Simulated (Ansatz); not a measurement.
**GaN (P6_3mc):H_i (antibonding, by N), thermodynamic levels from a 72-atom cell**

Charge states of H_i (antibonding, by N) in GaN (P6_3mc), set against the band edges. Model: a cell of 72 host atoms with 1 H put in.

Main program and level: Ansatz 0.2.0; place-levels on r2SCAN runs: charge-transition levels and formation energies with image-charge correction and potential alignment at the atomic sites; PAW set soft_1.

## Step 1: The starting structure

The cell holds 73 atoms: 36 Ga, 36 N and 1 H. Its edges and angles: a = 9.407 Å, b = 9.407 Å, c = 10.212 Å, α = 90.0°, β = 90.0°, γ = 120.0°. It derives from GaN (space group P6_3mc). Nearest the centre at fractional (0.614, 0.562, 0.405): H73 at 0.00 Å, N35 at 1.01 Å, Ga58 at 1.84 Å, Ga34 at 1.84 Å, Ga33 at 1.86 Å, N67 at 2.38 Å, N43 at 2.38 Å, N60 at 2.72 Å.

Coordinates:

```xyz
73
Lattice="9.4066 0.0000 0.0000 -4.7033 8.1463 0.0000 0.0000 0.0000 10.2121" Properties=species:S:1:pos:R:3 pbc="T T T"
Ga    1.5678    0.9051    2.5485
Ga    0.0000    1.8103    5.1015
N     1.5678    0.9051    4.4724
N     0.0000    1.8103    1.9193
Ga    1.5678    0.9051    7.6545
Ga    0.0000    1.8103   10.2076
N     1.5678    0.9051    9.5785
N     0.0000    1.8103    7.0254
Ga    0.0000    3.6206    2.5485
Ga   -1.5678    4.5257    5.1015
N     0.0000    3.6206    4.4724
N    -1.5678    4.5257    1.9193
Ga    0.0000    3.6206    7.6545
Ga   -1.5678    4.5257   10.2076
N     0.0000    3.6206    9.5785
N    -1.5678    4.5257    7.0254
Ga   -1.5678    6.3360    2.5485
Ga   -3.1355    7.2412    5.1015
N    -1.5678    6.3360    4.4724
N    -3.1355    7.2412    1.9193
Ga   -1.5678    6.3360    7.6545
Ga   -3.1355    7.2412   10.2076
N    -1.5678    6.3360    9.5785
N    -3.1355    7.2412    7.0254
Ga    4.7033    0.9051    2.5485
Ga    3.1355    1.8103    5.1015
N     4.7033    0.9051    4.4724
N     3.1355    1.8103    1.9193
Ga    4.7033    0.9051    7.6545
Ga    3.1355    1.8103   10.2076
N     4.7033    0.9051    9.5785
N     3.1355    1.8103    7.0254
Ga    3.1355    3.6206    2.5485
Ga    1.5678    4.5257    5.1015
N     3.1355    3.6206    4.4724
N     1.5678    4.5257    1.9193
Ga    3.1355    3.6206    7.6545
Ga    1.5678    4.5257   10.2076
N     3.1355    3.6206    9.5785
N     1.5678    4.5257    7.0254
Ga    1.5678    6.3360    2.5485
Ga    0.0000    7.2412    5.1015
N     1.5678    6.3360    4.4724
N     0.0000    7.2412    1.9193
Ga    1.5678    6.3360    7.6545
Ga    0.0000    7.2412   10.2076
N     1.5678    6.3360    9.5785
N     0.0000    7.2412    7.0254
Ga    7.8388    0.9051    2.5485
Ga    6.2710    1.8103    5.1015
N     7.8388    0.9051    4.4724
N     6.2710    1.8103    1.9193
Ga    7.8388    0.9051    7.6545
Ga    6.2710    1.8103   10.2076
N     7.8388    0.9051    9.5785
N     6.2710    1.8103    7.0254
Ga    6.2710    3.6206    2.5485
Ga    4.7033    4.5257    5.1015
N     6.2710    3.6206    4.4724
N     4.7033    4.5257    1.9193
Ga    6.2710    3.6206    7.6545
Ga    4.7033    4.5257   10.2076
N     6.2710    3.6206    9.5785
N     4.7033    4.5257    7.0254
Ga    4.7033    6.3360    2.5485
Ga    3.1355    7.2412    5.1015
N     4.7033    6.3360    4.4724
N     3.1355    7.2412    1.9193
Ga    4.7033    6.3360    7.6545
Ga    3.1355    7.2412   10.2076
N     4.7033    6.3360    9.5785
N     3.1355    7.2412    7.0254
H     3.1355    4.5773    4.1401
```

Known beforehand: the electronic dielectric constant, (5.83, 5.83, 6.02), and the static one, (10.10, 10.10, 11.19), computed on the host (DFPT, PBEsol, on the r2SCAN cell), and a cell off the functional's own equilibrium shifts the ionic part.

The relaxed host is scaled by −1.5 % along all axes; the dielectric constants are those of the unstrained host.

The cell's shortest repeat is 9.4 Å.

## Step 2: The runs of each charge state

Levels follow from differences of total energies between charge states, each relaxed by itself.

Random displacements of about 0.05 Å break the site symmetry at the start, so that the relaxation can reach a distorted minimum if there is one. Forces are taken at one point at (¼, ¼, ¼). The cell holds 1 electron more than the neutral one, with a uniform background that keeps it neutral on the whole.

The sampling was tested on the host first: at the k-points planned (1x1x1 shifted 0.25 0.25 0.25) its energy lies -0.023 eV an atom from the dense-mesh value, a large miss, so this sampling is coarse for the host.

One of the inputs; charge, spin and start change from state to state.

qm1.relax/input.yaml reads:

```yaml
crystal:
  lattice:
    - [9.40657037, 0.0, 0.0]
    - [-4.70328518, 8.1463289, 0.0]
    - [0.0, 0.0, 10.21214828]
  atoms:
    - { symbol: Ga, position: [0.22222222, 0.11111111, 0.24955312] }
    - { symbol: Ga, position: [0.11111111, 0.22222222, 0.49955312] }
    - { symbol: "N", position: [0.22222222, 0.11111111, 0.43794688] }
    - { symbol: "N", position: [0.11111111, 0.22222222, 0.18794688] }
    - { symbol: Ga, position: [0.22222222, 0.11111111, 0.74955312] }
    - { symbol: Ga, position: [0.11111111, 0.22222222, 0.99955312] }
    - { symbol: "N", position: [0.22222222, 0.11111111, 0.93794688] }
    - { symbol: "N", position: [0.11111111, 0.22222222, 0.68794688] }
    - { symbol: Ga, position: [0.22222222, 0.44444444, 0.24955312] }
    - { symbol: Ga, position: [0.11111111, 0.55555556, 0.49955312] }
    - { symbol: "N", position: [0.22222222, 0.44444444, 0.43794688] }
    - { symbol: "N", position: [0.11111111, 0.55555556, 0.18794688] }
    - { symbol: Ga, position: [0.22222222, 0.44444444, 0.74955312] }
    - { symbol: Ga, position: [0.11111111, 0.55555556, 0.99955312] }
    - { symbol: "N", position: [0.22222222, 0.44444444, 0.93794688] }
    - { symbol: "N", position: [0.11111111, 0.55555556, 0.68794688] }
    - { symbol: Ga, position: [0.22222222, 0.77777778, 0.24955312] }
    - { symbol: Ga, position: [0.11111111, 0.88888889, 0.49955312] }
    - { symbol: "N", position: [0.22222222, 0.77777778, 0.43794688] }
    - { symbol: "N", position: [0.11111111, 0.88888889, 0.18794688] }
    - { symbol: Ga, position: [0.22222222, 0.77777778, 0.74955312] }
    - { symbol: Ga, position: [0.11111111, 0.88888889, 0.99955312] }
    - { symbol: "N", position: [0.22222222, 0.77777778, 0.93794688] }
    - { symbol: "N", position: [0.11111111, 0.88888889, 0.68794688] }
    - { symbol: Ga, position: [0.55555556, 0.11111111, 0.24955312] }
    - { symbol: Ga, position: [0.44444444, 0.22222222, 0.49955312] }
    - { symbol: "N", position: [0.55555556, 0.11111111, 0.43794688] }
    - { symbol: "N", position: [0.44444444, 0.22222222, 0.18794688] }
    - { symbol: Ga, position: [0.55555556, 0.11111111, 0.74955312] }
    - { symbol: Ga, position: [0.44444444, 0.22222222, 0.99955312] }
    - { symbol: "N", position: [0.55555556, 0.11111111, 0.93794688] }
    - { symbol: "N", position: [0.44444444, 0.22222222, 0.68794688] }
    - { symbol: Ga, position: [0.55555556, 0.44444444, 0.24955312] }
    - { symbol: Ga, position: [0.44444444, 0.55555556, 0.49955312] }
    - { symbol: "N", position: [0.55555556, 0.44444444, 0.43794688] }
    - { symbol: "N", position: [0.44444444, 0.55555556, 0.18794688] }
    - { symbol: Ga, position: [0.55555556, 0.44444444, 0.74955312] }
    - { symbol: Ga, position: [0.44444444, 0.55555556, 0.99955312] }
    - { symbol: "N", position: [0.55555556, 0.44444444, 0.93794688] }
    - { symbol: "N", position: [0.44444444, 0.55555556, 0.68794688] }
    - { symbol: Ga, position: [0.55555556, 0.77777778, 0.24955312] }
    - { symbol: Ga, position: [0.44444444, 0.88888889, 0.49955312] }
    - { symbol: "N", position: [0.55555556, 0.77777778, 0.43794688] }
    - { symbol: "N", position: [0.44444444, 0.88888889, 0.18794688] }
    - { symbol: Ga, position: [0.55555556, 0.77777778, 0.74955312] }
    - { symbol: Ga, position: [0.44444444, 0.88888889, 0.99955312] }
    - { symbol: "N", position: [0.55555556, 0.77777778, 0.93794688] }
    - { symbol: "N", position: [0.44444444, 0.88888889, 0.68794688] }
    - { symbol: Ga, position: [0.88888889, 0.11111111, 0.24955312] }
    - { symbol: Ga, position: [0.77777778, 0.22222222, 0.49955312] }
    - { symbol: "N", position: [0.88888889, 0.11111111, 0.43794688] }
    - { symbol: "N", position: [0.77777778, 0.22222222, 0.18794688] }
    - { symbol: Ga, position: [0.88888889, 0.11111111, 0.74955312] }
    - { symbol: Ga, position: [0.77777778, 0.22222222, 0.99955312] }
    - { symbol: "N", position: [0.88888889, 0.11111111, 0.93794688] }
    - { symbol: "N", position: [0.77777778, 0.22222222, 0.68794688] }
    - { symbol: Ga, position: [0.88888889, 0.44444444, 0.24955312] }
    - { symbol: Ga, position: [0.77777778, 0.55555556, 0.49955312] }
    - { symbol: "N", position: [0.88888889, 0.44444444, 0.43794688] }
    - { symbol: "N", position: [0.77777778, 0.55555556, 0.18794688] }
    - { symbol: Ga, position: [0.88888889, 0.44444444, 0.74955312] }
    - { symbol: Ga, position: [0.77777778, 0.55555556, 0.99955312] }
    - { symbol: "N", position: [0.88888889, 0.44444444, 0.93794688] }
    - { symbol: "N", position: [0.77777778, 0.55555556, 0.68794688] }
    - { symbol: Ga, position: [0.88888889, 0.77777778, 0.24955312] }
    - { symbol: Ga, position: [0.77777778, 0.88888889, 0.49955312] }
    - { symbol: "N", position: [0.88888889, 0.77777778, 0.43794688] }
    - { symbol: "N", position: [0.77777778, 0.88888889, 0.18794688] }
    - { symbol: Ga, position: [0.88888889, 0.77777778, 0.74955312] }
    - { symbol: Ga, position: [0.77777778, 0.88888889, 0.99955312] }
    - { symbol: "N", position: [0.88888889, 0.77777778, 0.93794688] }
    - { symbol: "N", position: [0.77777778, 0.88888889, 0.68794688] }
    - { symbol: H, position: [0.614274, 0.561881, 0.405413] }
  host:
    repeats: [3, 3, 2]
    atoms:
      - { symbol: Ga, position: [0.66666667, 0.33333333, 0.49910624] }
      - { symbol: Ga, position: [0.33333333, 0.66666667, 0.99910624] }
      - { symbol: "N", position: [0.66666667, 0.33333333, 0.87589376] }
      - { symbol: "N", position: [0.33333333, 0.66666667, 0.37589376] }
total_charge: -1
basis:
  ecutwfc: 500
  xc_grid: 2
hamiltonian:
  xc: r2scan
  pseudopotentials: { kind: paw, azcp: { folder: soft_1 } }
kpoints:
  mp_grid: { grid: [1, 1, 1], shift: [0.25, 0.25, 0.25] }
scf:
  occupations: { method: fixed }
  max_iter: 100
output:
  forces: true
  charged_corrections:
    epsilon: [5.83, 5.83, 6.02]
    static_epsilon: [10.1, 10.1, 11.19]
    defect_position: [0.614274, 0.561881, 0.405413]
relax:
  f_tol: 0.02
  max_steps: 80
  random_displacement: { amplitude: 0.05, seed: 7885 }
checkpoint:
  write: "../qm1.relax.run"
  compress: false
  write_wavefunctions: true
  write_every: 100000
```

On the command line:

```bash
$ ansatz run input.yaml --threads 8 --pin off --max-ram 15073MiB --backend cpu --events-out ev --progress --plain --runs-dir out
```

Defect states can disperse in a cell of this size, so the energy is taken again at a 2×2×2 shifted mesh, on the relaxed structure.

The run of this state that the levels use, under r2SCAN:

qm1.point/input.yaml reads:

```yaml
crystal:
  checkpoint: "../qm1.relax.run"
  host: checkpoint
total_charge: -1
basis:
  ecutwfc: 500
  xc_grid: 2
hamiltonian:
  xc: r2scan
  pseudopotentials: { kind: paw, azcp: { folder: soft_1 } }
kpoints:
  mp_grid: { grid: [2, 2, 2], shift: [0.5, 0.5, 0.5] }
scf:
  occupations: { method: fermi_dirac, width: 0.01 }
  max_iter: 100
output:
  forces: true
  eigenvalues: true
  charged_corrections:
    epsilon: [5.83, 5.83, 6.02]
    static_epsilon: [10.1, 10.1, 11.19]
    defect_position: [0.614274, 0.561881, 0.405413]
  eigenstates: { localisation: true }
  populations: true
  band_densities: [{ bands: [v1, v1] }, { bands: [c1, c1] }]
  write_density: true
  write_potential: true
  volumetric_format: npy
checkpoint:
  read: "../qm1.relax.run"
  write: "../qm1.point.run"
  compress: false
  write_wavefunctions: false
  write_every: 100000
```

Relaxations under r2SCAN at one point at (¼, ¼, ¼); times on 8 threads of Arm Neoverse V2, shared host:

```csv
charge,moment (μB),occupations,outcome,steps,largest displacement against the far atoms (Å),time
−1,0,fixed,converged,12,0.96,2.7 min
0,1,fixed,converged,9,1.14,4.6 min
+1,0,fixed,converged,7,0.16,96 s
```

Single points under r2SCAN at a 2×2×2 shifted mesh; times on 8 threads of Arm Neoverse V2, shared host:

```csv
charge,moment (μB),occupations,outcome,time
−1,0,fermi-dirac,converged,91 s
0,1,fermi-dirac,converged,2.7 min
+1,0,fermi-dirac,converged,78 s
```

Distances (Å) from H73 to the nearest atoms after relaxation with r2SCAN:

| charge | moment (μB) | 1. | 2. | 3. | 4. | 5. | 6. |
| --- | --- | --- | --- | --- | --- | --- | --- |
| −1 | 0 | N 1.02 | N 2.09 | N 2.12 | Ga 2.14 | Ga 2.17 | Ga 2.17 |
| 0 | 1 | Ga 1.99 | Ga 1.99 | Ga 1.99 | N 2.14 | N 2.14 | N 2.14 |
| +1 | 0 | N 1.03 | Ga 2.02 | Ga 2.03 | Ga 2.07 | N 2.26 | N 2.27 |

[end of part 1 of 2]

[Logs are printed without paths, hosts, clocks, repeated set-up lines and the standing remarks that a program may print on its own settings, such as how far it seeks lower states.]

[Hosts, paths, dates, database ids (printed as entryN), source tags and the programs' standing remarks are cut or masked in the printed files.]

[Where a table of states has a column of steps, it counts the stored structures, which are thinned; the runs took as many ionic steps or more.]

[A defect's name tells the site on which it was built; relaxed atoms can leave that site.]

[For some hosts the program warned that the k-mesh of the response run may be too coarse for force constants and the static dielectric constant; such warnings are not shown here.]
